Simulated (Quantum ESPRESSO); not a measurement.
# KBr (Fm-3m) in Quantum ESPRESSO: further runs

Aim: see how the results for KBr move with the level of theory and the settings. Levels: AM05, PBE. Tasks: dielectric tensor, phonons.

Program: Quantum ESPRESSO 7.5. These are calculated values, not measurements. Logs are shortened: lines on timing, memory, paths and dates and some standing lists are left out, and cuts for length are marked.

**The experiment to reproduce.**

A printed reference work, monograph reports, for a bulk crystal of KBr: high-frequency dielectric constant 2.36.

How close the calculation comes is told below.

## Step 1: Starting point

Symmetry: Fm-3m, No. 225, cubic system. The conventional cell has a = 6.600 Å, b = 6.600 Å, c = 6.600 Å, α = 90.00°, β = 90.00°, γ = 90.00°. Around Br (site symmetry m-3m) lie 6 K at 3.30 Å. K (site symmetry m-3m) has 6 Br at 3.30 Å as nearest neighbours.

## Step 2: Dielectric tensor, AM05

The input, pw.in:

```
&CONTROL
  calculation = 'scf'
  prefix = 'pwscf'
  outdir = './tmp'
  pseudo_dir = './pseudo'
  tprnfor = .true.
  tstress = .true.
  disk_io = 'low'
/
&SYSTEM
  ibrav = 0
  nat = 2
  ntyp = 2
  ecutwfc = 74
  nbnd = 14
  input_dft = 'XC-000I-000I-120L-135L-000I-000I'
  occupations = 'smearing'
  smearing = 'fd'
  degauss = 0.00367493
/
&ELECTRONS
  conv_thr = 4d-10
  electron_maxstep = 120
  mixing_beta = 0.5
/
ATOMIC_SPECIES
Br    79.9040 Br.upf
K     39.0983 K.upf
CELL_PARAMETERS angstrom
   0.0000000000    3.3000000000    3.3000000000
   3.3000000000    0.0000000000    3.3000000000
   3.3000000000    3.3000000000    0.0000000000
ATOMIC_POSITIONS crystal
Br     0.5000000000    0.5000000000    0.5000000000
K      0.0000000000    0.0000000000    0.0000000000
K_POINTS automatic
6 6 6 1 1 1
```

The input, scf2.in:

```
&CONTROL
  calculation = 'scf'
  prefix = 'pwscf'
  outdir = './tmp'
  pseudo_dir = './pseudo'
  tprnfor = .true.
  tstress = .true.
  disk_io = 'low'
/
&SYSTEM
  ibrav = 0
  nat = 2
  ntyp = 2
  ecutwfc = 74
  nbnd = 14
  input_dft = 'XC-000I-000I-120L-135L-000I-000I'
  occupations = 'fixed'
/
&ELECTRONS
  conv_thr = 1d-13
  electron_maxstep = 120
  mixing_beta = 0.5
  startingpot = 'file'
  startingwfc = 'file'
/
ATOMIC_SPECIES
Br    79.9040 Br.upf
K     39.0983 K.upf
CELL_PARAMETERS angstrom
   0.0000000000    3.3000000000    3.3000000000
   3.3000000000    0.0000000000    3.3000000000
   3.3000000000    3.3000000000    0.0000000000
ATOMIC_POSITIONS crystal
Br     0.5000000000    0.5000000000    0.5000000000
K      0.0000000000    0.0000000000    0.0000000000
K_POINTS automatic
6 6 6 1 1 1
```

The input, ph.in:

```
dielectric of KBr
&INPUTPH
  prefix = 'pwscf'
  outdir = './tmp'
  tr2_ph = 1d-18
  fildyn = 'dyn'
  niter_ph = 90
  alpha_mix(1) = 0.7
  epsil = .true.
  trans = .false.
  zeu = .true.
/
0.0000000000 0.0000000000 0.0000000000
```

Potentials or basis: PseudoDojo 0.4.1 SR PBE standard.

Command:

```
$ OMP_NUM_THREADS=1 pw.x -in pw.in > pw.out
$ OMP_NUM_THREADS=1 pw.x -in scf2.in > scf2.out
$ OMP_NUM_THREADS=1 ph.x -in ph.in > ph.out
```

pw.out:

```text
This program is part of the open-source Quantum ESPRESSO suite
     for quantum simulation of materials; please cite
         "P. Giannozzi et al., J. Phys.:Condens. Matter 21 395502 (2009);
         "P. Giannozzi et al., J. Phys.:Condens. Matter 29 465901 (2017);
         "P. Giannozzi et al., J. Chem. Phys. 152 154105 (2020);
     in publications or presentations arising from this work. More details at

     IMPORTANT: XC functional enforced from input :
     Exchange-correlation= XC-000I-000I-120L-135L-000I-000I
                           (   0   0 120 135   0   0   0)
     Any further DFT definition will be discarded
     Please, verify this is what you really want

     Message from routine setup:
     using ibrav=0 with symmetry is DISCOURAGED, use correct ibrav instead

     G-vector sticks info
     --------------------
     sticks:   dense  smooth     PW     G-vecs:    dense   smooth      PW
     Sum        1585    1585    463                41655    41655    6615

     Using Slab Decomposition

     bravais-lattice index     =            0
     lattice parameter (alat)  =       8.8192  a.u.
     unit-cell volume          =     485.0298 (a.u.)^3
     number of atoms/cell      =            2
     number of atomic types    =            2
     number of electrons       =        16.00
     number of Kohn-Sham states=           14
     kinetic-energy cutoff     =      74.0000  Ry
     charge density cutoff     =     296.0000  Ry
     scf convergence threshold =      4.0E-10
     mixing beta               =       0.5000
     number of iterations used =            8  plain     mixing
     Exchange-correlation= XC-000I-000I-120L-135L-000I-000I
                           (   0   0 120 135   0   0   0)

     celldm(1)=   8.819172  celldm(2)=   0.000000  celldm(3)=   0.000000
     celldm(4)=   0.000000  celldm(5)=   0.000000  celldm(6)=   0.000000

[... 8 lines left out ...]
               b(3) = (  0.707107  0.707107 -0.707107 )

     PseudoPot. # 1 for Br read from file:
     Br.upf
     Pseudo is Norm-conserving + core correction, Zval =  7.0
     Generated using ONCVPSP code by D. R. Hamann
     Using radial grid of 1098 points,  6 beta functions with:
                l(1) =   0
                l(2) =   0
                l(3) =   1
                l(4) =   1
                l(5) =   2
                l(6) =   2

     PseudoPot. # 2 for K  read from file:
     K.upf
     Pseudo is Norm-conserving + core correction, Zval =  9.0
     Generated using ONCVPSP code by D. R. Hamann
     Using radial grid of 2222 points,  6 beta functions with:
                l(1) =   0
                l(2) =   0
                l(3) =   1
                l(4) =   1
                l(5) =   2
                l(6) =   2

     atomic species   valence    mass     pseudopotential
     Br                7.00    79.90400     Br( 1.00)
     K                 9.00    39.09830     K ( 1.00)

     48 Sym. Ops., with inversion, found

   Cartesian axes

     site n.     atom                  positions (alat units)
         1        Br     tau(   1) = (   0.7071068   0.7071068   0.7071068  )
         2        K      tau(   2) = (   0.0000000   0.0000000   0.0000000  )

     number of k points=    28  Fermi-Dirac smearing, width (Ry)=  0.0037
                       cart. coord. in units 2pi/alat
        k(    1) = (   0.0589256   0.0589256   0.0589256), wk =   0.0185185
        k(    2) = (   0.1767767   0.1767767  -0.0589256), wk =   0.0555556
        k(    3) = (   0.2946278   0.2946278  -0.1767767), wk =   0.0555556
        k(    4) = (  -0.2946278  -0.2946278   0.4124790), wk =   0.0555556
        k(    5) = (  -0.1767767  -0.1767767   0.2946278), wk =   0.0555556
        k(    6) = (  -0.0589256  -0.0589256   0.1767767), wk =   0.0555556
[... 20 lines left out ...]
        k(   27) = (   0.2946278   0.2946278   0.2946278), wk =   0.0185185
        k(   28) = (  -0.2946278  -0.2946278   0.8838835), wk =   0.0555556

     Dense  grid:    41655 G-vectors     FFT dimensions: (  50,  50,  50)

     WARNING: libxc functional with ID  120 depends
      on external parameters: check the user_guide of
      QE if you need to modify them or to check their
      default values.

     WARNING: libxc functional with ID  135 depends
      on external parameters: check the user_guide of
      QE if you need to modify them or to check their
      default values.

     Initial potential from superposition of free atoms

     starting charge      15.9807, renormalised to      16.0000
     Starting wfcs are    9 randomized atomic wfcs +    5 random wfcs

     Self-consistent Calculation

     iteration #  1     ecut=    74.00 Ry     beta= 0.50
     Davidson diagonalization with overlap
     ethr =  1.00E-02,  avg # of iterations =  7.4

     Threshold (ethr) on eigenvalues was too large:
     Diagonalizing with lowered threshold

     Davidson diagonalization with overlap
     ethr =  2.76E-04,  avg # of iterations =  4.9

     total energy              =     -91.46552440 Ry
     estimated scf accuracy    <       0.04285293 Ry

     iteration #  2     ecut=    74.00 Ry     beta= 0.50
     Davidson diagonalization with overlap
     ethr =  2.68E-04,  avg # of iterations =  3.1

     total energy              =     -91.47430341 Ry
     estimated scf accuracy    <       0.00226904 Ry

     iteration #  3     ecut=    74.00 Ry     beta= 0.50
     Davidson diagonalization with overlap
     c_bands:  1 eigenvalues not converged
     ethr =  1.42E-05,  avg # of iterations =  8.8

     total energy              =     -91.47494336 Ry
     estimated scf accuracy    <       0.00057156 Ry

     iteration #  4     ecut=    74.00 Ry     beta= 0.50
     Davidson diagonalization with overlap
     ethr =  3.57E-06,  avg # of iterations =  4.8

     total energy              =     -91.47504831 Ry
     estimated scf accuracy    <       0.00001272 Ry

     iteration #  5     ecut=    74.00 Ry     beta= 0.50
     Davidson diagonalization with overlap
     ethr =  7.95E-08,  avg # of iterations =  2.6

     total energy              =     -91.47505448 Ry
     estimated scf accuracy    <       0.00000089 Ry

     iteration #  6     ecut=    74.00 Ry     beta= 0.50
     Davidson diagonalization with overlap
     ethr =  5.55E-09,  avg # of iterations =  2.9

     total energy              =     -91.47505535 Ry
     estimated scf accuracy    <       0.00000011 Ry

     iteration #  7     ecut=    74.00 Ry     beta= 0.50
     Davidson diagonalization with overlap
     ethr =  6.70E-10,  avg # of iterations =  2.4

     total energy              =     -91.47505540 Ry
     estimated scf accuracy    <          7.5E-09 Ry

     iteration #  8     ecut=    74.00 Ry     beta= 0.50
     Davidson diagonalization with overlap
     ethr =  4.69E-11,  avg # of iterations =  3.3

     End of self-consistent calculation

          k = 0.0589 0.0589 0.0589 (  5143 PWs)   bands (ev):

   -26.5738 -11.1388 -10.0736 -10.0736 -10.0542   1.0408   1.1214   1.1214
     5.8129   8.7182   8.8514   8.8515   9.6394   9.6394

          k = 0.1768 0.1768-0.0589 (  5196 PWs)   bands (ev):

   -26.5721 -11.1941 -10.0822 -10.0727  -9.9749   0.6361   1.0029   1.0258
     6.5913   8.5236   9.1583   9.4749   9.9790  10.2271

          k = 0.2946 0.2946-0.1768 (  5214 PWs)   bands (ev):

   -26.5694 -11.2657 -10.0858 -10.0763  -9.8717   0.1571   0.8516   0.8534
     7.6063   8.9279  10.0173  10.3675  10.6920  11.2361

          k =-0.2946-0.2946 0.4125 (  5212 PWs)   bands (ev):

   -26.5684 -11.2872 -10.0832 -10.0807  -9.8406   0.0140   0.7865   0.8135
     7.8508   9.3265  10.6499  10.9450  11.0617  11.2195

          k =-0.1768-0.1768 0.2946 (  5213 PWs)   bands (ev):

   -26.5702 -11.2423 -10.0816 -10.0784  -9.9061   0.2947   0.8875   0.9214
     7.3239   8.5981   9.8423  10.0273  10.5004  10.8195

          k =-0.0589-0.0589 0.1768 (  5181 PWs)   bands (ev):

   -26.5729 -11.1666 -10.0780 -10.0765 -10.0114   0.8055   1.0684   1.0775
     6.2257   8.4384   9.1536   9.1910   9.7411  10.0011

          k = 0.2946 0.0589 0.0589 (  5208 PWs)   bands (ev):

   -26.5713 -11.1856 -10.0858 -10.0845  -9.9748   0.5243   0.9937   1.0086
     6.8423   8.0051   9.7869   9.7999   9.9528  10.5632

          k = 0.4125 0.1768-0.0589 (  5210 PWs)   bands (ev):

   -26.5691 -11.1972 -10.1005 -10.0876  -9.9492   0.3008   0.8400   0.8832
     7.7160   8.0048  10.2548  10.4843  10.7900  10.8675

          k =-0.1768-0.4125 0.5303 (  5218 PWs)   bands (ev):

   -26.5677 -11.2154 -10.1088 -10.0928  -9.9142   0.1995   0.6769   0.7960
     8.1417   8.9829  10.0447  10.5245  11.2036  11.4777

          k =-0.0589-0.2946 0.4125 (  5220 PWs)   bands (ev):

   -26.5685 -11.2236 -10.1104 -10.0829  -9.9070   0.2303   0.7556   0.8168
     8.0659   8.5467  10.0360  10.3674  10.8330  11.4782

          k = 0.0589-0.1768 0.2946 (  5207 PWs)   bands (ev):

   -26.5707 -11.2139 -10.0905 -10.0768  -9.9391   0.4185   0.9256   0.9510
     7.1483   8.2797   9.6712   9.9540  10.2575  10.7289

          k = 0.5303 0.0589 0.0589 (  5221 PWs)   bands (ev):

   -26.5679 -11.1083 -10.1112 -10.1028 -10.0553   0.3207   0.8532   0.8861
     7.3144   8.1019  10.3746  10.5129  11.3028  11.4588

          k =-0.0589-0.5303 0.6482 (  5222 PWs)   bands (ev):

   -26.5670 -11.0936 -10.1481 -10.1121 -10.0325   0.3899   0.6898   0.8004
     7.5248   8.8355   9.8968  10.6089  10.8259  11.7413

          k = 0.0589-0.4125 0.5303 (  5220 PWs)   bands (ev):

   -26.5673 -11.1744 -10.1322 -10.0980  -9.9469   0.3370   0.5781   0.7785
     8.2488   9.0299   9.7072  10.2977  11.1691  11.6277

          k = 0.1768-0.2946 0.4125 (  5223 PWs)   bands (ev):

   -26.5685 -11.2565 -10.0938 -10.0823  -9.8753   0.1171   0.7683   0.8221
     7.9088   8.9854  10.3996  10.5098  10.9059  11.3893

          k =-0.6482 0.0589 0.0589 (  5230 PWs)   bands (ev):

   -26.5670 -11.0510 -10.1525 -10.1074 -10.0910   0.3471   0.8157   0.8584
     7.1656   8.4425  10.4207  10.5218  10.9081  11.7914

          k =-0.5303 0.1768-0.0589 (  5217 PWs)   bands (ev):

   -26.5677 -11.1451 -10.1145 -10.1052  -9.9984   0.3156   0.7576   0.8306
     7.6521   8.4251  10.1101  10.7288  11.0032  11.3810

          k =-0.4125 0.0589 0.0589 (  5208 PWs)   bands (ev):

   -26.5694 -11.1659 -10.0952 -10.0949  -9.9912   0.3552   0.9164   0.9389
     7.4875   7.6230  10.1425  10.6057  10.6757  10.8411

          k = 0.1768 0.1768 0.1768 (  5201 PWs)   bands (ev):

   -26.5714 -11.2215 -10.0759 -10.0759  -9.9407   0.4782   0.9710   0.9710
     6.8818   8.6707   9.4677   9.4677  10.3191  10.3191

          k = 0.2946 0.2946 0.0589 (  5210 PWs)   bands (ev):

   -26.5696 -11.2360 -10.0996 -10.0752  -9.9026   0.2814   0.8542   0.8659
     7.6057   8.5619   9.7482  10.1395  10.5655  11.2251

          k =-0.2946-0.2946 0.6482 (  5221 PWs)   bands (ev):

   -26.5678 -11.2158 -10.1220 -10.0843  -9.9080   0.2318   0.6533   0.8002
     8.2795   8.9601   9.8038  10.5404  10.6799  12.0605

          k =-0.1768-0.1768 0.5303 (  5212 PWs)   bands (ev):

   -26.5677 -11.1816 -10.1134 -10.0941  -9.9581   0.2664   0.6845   0.8358
     7.8425   8.7579  10.1188  10.7938  10.8588  11.3460

          k = 0.4125 0.1768 0.1768 (  5209 PWs)   bands (ev):

   -26.5688 -11.2287 -10.0903 -10.0883  -9.9133   0.2134   0.7913   0.8721
     7.7416   8.4794  10.4398  10.5854  10.7841  10.8751

          k =-0.1768-0.4125 0.7660 (  5216 PWs)   bands (ev):

   -26.5675 -11.1777 -10.1203 -10.1042  -9.9470   0.3041   0.6721   0.7618
     8.2371   8.6830   9.6976  10.6263  11.2503  11.4163

          k =-0.0589-0.2946 0.6482 (  5213 PWs)   bands (ev):

   -26.5669 -11.1321 -10.1375 -10.1233  -9.9777   0.4493   0.5892   0.7056
     8.1772   8.9793   9.4174  10.2632  11.4848  11.7454

          k =-0.7660 0.1768 0.1768 (  5223 PWs)   bands (ev):

   -26.5671 -11.1352 -10.1428 -10.0975  -9.9938   0.4010   0.5595   0.8172
     7.7881   9.2268   9.7059  10.4146  11.0490  11.3544

          k = 0.2946 0.2946 0.2946 (  5225 PWs)   bands (ev):

   -26.5689 -11.2920 -10.0783 -10.0783  -9.8387   0.0342   0.8309   0.8309
     7.6918   9.2642  10.5068  10.5069  11.2053  11.2053

          k =-0.2946-0.2946 0.8839 (  5217 PWs)   bands (ev):

   -26.5680 -11.2519 -10.1007 -10.0829  -9.8763   0.1079   0.7227   0.8037
     8.0600   9.1819  10.2483  10.7210  10.7921  11.7749

     the Fermi energy is     2.6519 ev

!    total energy              =     -91.47505540 Ry
     estimated scf accuracy    <          8.9E-11 Ry
     smearing contrib. (-TS)   =      -0.00000000 Ry
     internal energy E=F+TS    =     -91.47505540 Ry

     The total energy is F=E-TS. E is the sum of the following terms:
     one-electron contribution =     -29.01894428 Ry
     hartree contribution      =      19.21594623 Ry
     xc contribution           =     -22.87418219 Ry
     ewald contribution        =     -58.79787517 Ry

     convergence has been achieved in   8 iterations

     Forces acting on atoms (cartesian axes, Ry/au):

     atom    1 type  1   force =     0.00000000   -0.00000000    0.00000000
     atom    2 type  2   force =     0.00000000    0.00000000   -0.00000000

     Total force =     0.000000     Total SCF correction =     0.000000

     Computing stress (Cartesian axis) and pressure

          total   stress  (Ry/bohr**3)                   (kbar)     P=        4.48
   0.00003042  -0.00000000   0.00000000            4.48       -0.00        0.00
  -0.00000000   0.00003042   0.00000000           -0.00        4.48        0.00
   0.00000000   0.00000000   0.00003042            0.00        0.00        4.48

=------------------------------------------------------------------------------=
   JOB DONE.
=------------------------------------------------------------------------------=
```

Run time: 5.7 min. Hardware: 1 thread of Intel Xeon Platinum 8259CL at 2.50GHz (Skylake/Cascade Lake), shared host; peak memory 0.11 GiB.

What came out:

- Free energy: -1244.5815 eV
- Pressure: 0.4 GPa
- Electronic dielectric tensor (diagonal): 2.55
- Born charges (mean of the diagonal): Br -1.14; K +1.14 e

Electronic dielectric tensor:
```
2.55 0.00 0.00
0.00 2.55 0.00
0.00 0.00 2.55
```

Born effective charge tensors (e):
atom 1, Br
```
-1.14  0.00  0.00
 0.00 -1.14  0.00
 0.00  0.00 -1.14
```
atom 2, K
```
1.14 0.00 0.00
0.00 1.14 0.00
0.00 0.00 1.14
```

Caveat: the potentials were made for another functional, which shifts forces and pressure.

(Part 1 of 4 ends here.)
